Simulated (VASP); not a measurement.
# Pb (Fm-3m) in VASP: further runs, part 3 of 3

VASP 6.6.1. The steps go on from the part before.

### 6 Relaxation of the atoms, PBE (a relaxed cell with its volume scaled by 0.94)

The input, INCAR:

```
SYSTEM = Pb
PREC     = Accurate       ! precision mode
ENCUT    = 600            ! plane-wave cutoff, eV
EDIFF    = 1E-7           ! SCF threshold, eV
ISMEAR   = 1              ! smearing method
SIGMA    = 0.1            ! smearing width, eV
LREAL    = .FALSE.        ! projectors in reciprocal space
LASPH    = .TRUE.         ! aspherical terms in the spheres
NELM     = 80             ! most SCF steps
ALGO     = Normal         ! electronic algorithm
ISIF     = 2              ! what is computed and relaxed
LWAVE    = .FALSE.        ! write WAVECAR
LCHARG   = .FALSE.        ! write CHGCAR
GGA      = PE             ! functional
IBRION   = 2              ! ionic algorithm
NSW      = 40             ! ionic steps
EDIFFG   = -0.01          ! ionic threshold
```

The input, KPOINTS:

```
Automatic mesh
0
G
  14 14 14
  0 0 0
```

The input, POSCAR:

```
Pb                                      
1.0
   -0.0000000000      2.4690748082      2.4690748082
    2.4690748082     -0.0000000000      2.4690748082
    2.4690748082      2.4690748082      0.0000000000
  Pb            
     1
Direct
     0.0000000000000000    0.0000000000000000    0.0000000000000000
```

Potentials or basis: VASP PAW PBE potentials, release 64 (Pb_d).

Command:

```bash
$ cat potpaw_PBE.64/Pb_d/POTCAR > POTCAR
$ mpirun -np 1 vasp_std > vasp.out
```

OUTCAR:

```text
SYSTEM = Pb
   PREC = Accurate
   ENCUT = 600
   EDIFF = 1E-7
   ISMEAR = 1
   LREAL = .FALSE.
   LASPH = .TRUE.
   NELM = 80
   ISIF = 2
   GGA = PE
   IBRION = 2
   NSW = 40
   EDIFFG = -0.01

 ion  position               nearest neighbor table
   1  0.000  0.000  0.000-

  LATTYP: Found a face centered cubic cell.
 ALAT       =     4.9381496164

  Lattice vectors:

 A1 = (   0.0000000000,   2.4690748082,   2.4690748082)
 A2 = (   2.4690748082,   0.0000000000,   2.4690748082)
 A3 = (   2.4690748082,   2.4690748082,   0.0000000000)

Analysis of symmetry for initial positions (statically):
=====================================================================
 Subroutine PRICEL returns:
 Original cell was already a primitive cell.

 Routine SETGRP: Setting up the symmetry group for a
 face centered cubic supercell.

 Subroutine GETGRP returns: Found 48 space group operations
 (whereof 48 operations were pure point group operations)
 out of a pool of 48 trial point group operations.

The static configuration has the point symmetry O_h .

Analysis of symmetry for dynamics (positions and initial velocities):
=====================================================================
 Subroutine PRICEL returns:
 Original cell was already a primitive cell.

 Routine SETGRP: Setting up the symmetry group for a
 face centered cubic supercell.

 Subroutine GETGRP returns: Found 48 space group operations
 (whereof 48 operations were pure point group operations)
 out of a pool of 48 trial point group operations.

The dynamic configuration has the point symmetry O_h .

 Subroutine INISYM returns: Found 48 space group operations
 (whereof 48 operations are pure point group operations),
 and found     1 'primitive' translations

----------------------------------------------------------------------------------------

                                     Primitive cell

  volume of cell :      30.1046
[... 114 lines left out ...]
   AEXX    =    0.0000 exact exchange contribution
   IVDW    =     0    specifies the selected vdW correction
   LEPSILON=     F    determine dielectric tensor
   LRPA    =     F    only Hartree local field effects (RPA)
 conjugate gradient relaxation of ions
 non-spin polarized calculation
 Methfessel and Paxton  Order N= 1 SIGMA  =   0.10
  energy-cutoff  :      600.00
  volume of cell :       30.10
 maximum number of plane-waves:      1020
   NGX = 13   NGY = 13   NGZ = 13

 number of electron      13.9999999 magnetization

 Free energy of the ion-electron system (eV)
  ---------------------------------------------------
  ext. energy  EPLUGINS =         0.00000000
  ---------------------------------------------------
  free energy    TOTEN  =        -3.55176262 eV

  energy without entropy =       -3.55180991  energy(sigma->0) =       -3.55177838

 E-fermi :   7.4127     XC(G=0): -10.2196

 val. band max:        7.4045717189   @ k =  -0.2857   0.2857   0.0714
 cond. band min:       7.4197308469   @ k =   0.3571   0.2143   0.0000
 fundamental gap:      0.0151591280
 Fermi energy:         7.4127152239

 k-point     1 :       0.0000    0.0000    0.0000
  band No.  band energies     occupation
      1      -9.7146      2.00000
      2      -9.7146      2.00000
      3      -9.7146      2.00000
      4      -9.5714      2.00000
      5      -9.5714      2.00000
      6      -4.4405      2.00000
      7      14.8385      0.00000
      8      14.8385      0.00000
      9      14.8385      0.00000
     10      17.1308      0.00000
     11      18.7948      0.00000
[... 309 lines left out ...]
 k-point    24 :       0.2857    0.1429    0.0000
  band No.  band energies     occupation
      1      -9.7567      2.00000
      2      -9.6556      2.00000
      3      -9.6267      2.00000
      4      -9.5841      2.00000
      5      -9.5008      2.00000
      6      -2.9957      2.00000
      7       8.6264     -0.00000
      8      12.1239      0.00000
      9      12.3796      0.00000
     10      15.8153      0.00000
     11      17.4298      0.00000

 [... further k-points ...]

------------------------ aborting loop because EDIFF is reached ----------------------------------------

  FORCE on cell =-STRESS in cart. coord.  units (eV):
  Direction    XX          YY          ZZ          XY          YZ          ZX
  --------------------------------------------------------------------------------------
  -------------------------------------------------------------------------------------
  Total        0.5271532      0.5271532      0.5271532      0.0000000      0.0000000      0.0000000
  in kB       28.0552866     28.0552866     28.0552866      0.0000000      0.0000000      0.0000000
  external PRESSURE =      28.0552866 kB  Pullay stress =       0.0000000 kB

 VOLUME and BASIS-vectors are now :
 -----------------------------------------------------------------------------
  energy-cutoff  :      600.00
  volume of cell :       30.10
      direct lattice vectors                 reciprocal lattice vectors
     0.000000000  2.469074808  2.469074808    -0.202505002  0.202505002  0.202505002
     2.469074808  0.000000000  2.469074808     0.202505002 -0.202505002  0.202505002
     2.469074808  2.469074808  0.000000000     0.202505002  0.202505002 -0.202505002

 POSITION                                       TOTAL-FORCE (eV/Angst)
 -----------------------------------------------------------------------------------
      0.00000      0.00000      0.00000        -0.000000      0.000000     -0.000000
 -----------------------------------------------------------------------------------
    total drift:                               -0.000000     -0.000000     -0.000000

  FREE ENERGIE OF THE ION-ELECTRON SYSTEM (eV)
  ---------------------------------------------------
  free  energy   TOTEN  =        -3.5517626199 eV

  energy  without entropy=       -3.5518099122  energy(sigma->0) =       -3.55177838

 reached required accuracy - stopping structural energy minimisation
```

Run time: 43 s. Hardware: 1 thread of Intel Xeon Platinum 8375C at 2.90GHz (Ice Lake), shared host; peak memory 0.18 GiB.

Results:

* Free energy: -3.5518 eV
* Pressure after relaxing: 2.8 GPa
* Band gap on the k mesh: none (metal or under the smearing width)

Final structure:
```
CELL_PARAMETERS angstrom
0.00000 2.46907 2.46907
2.46907 0.00000 2.46907
2.46907 2.46907 0.00000
ATOMIC_POSITIONS crystal
Pb 0.00000 0.00000 0.00000
```

Caveat: the relaxation stopped at its first step, so nothing moved. Spin-orbit coupling is left out, which matters for the levels of Pb.

### 7 The runs side by side

```csv
task,level,potentials or basis,cell,gap on the mesh (eV),pressure (GPa)
relaxation of the atoms,LDA,"VASP PAW LDA potentials, release 64 (Pb_d)",atoms relaxed from: a relaxed cell with its volume scaled by 1.04,none,-1.9
relaxation of the atoms,LDA,"VASP PAW LDA potentials, release 64 (Pb_d)",atoms relaxed from: a relaxed cell with its volume scaled by 1.06,none,-2.7
relaxation of cell and atoms,PBE,"VASP PAW PBE potentials, release 64 (Pb_d)",relaxed,none,0.0
relaxation of the atoms,PBE,"VASP PAW PBE potentials, release 64 (Pb_d)",atoms relaxed from: a relaxed cell with its volume scaled by 0.94,none,2.8
```

Alike in all rows: no spin polarisation; k mesh 14 × 14 × 14; cutoff (eV) 600; smearing methfessel-paxton 0.1 eV.

Caveats: the relaxation stopped at its first step, so nothing moved (some runs).

Total energies depend on the potentials used, so only differences within one code and one set of settings carry meaning.
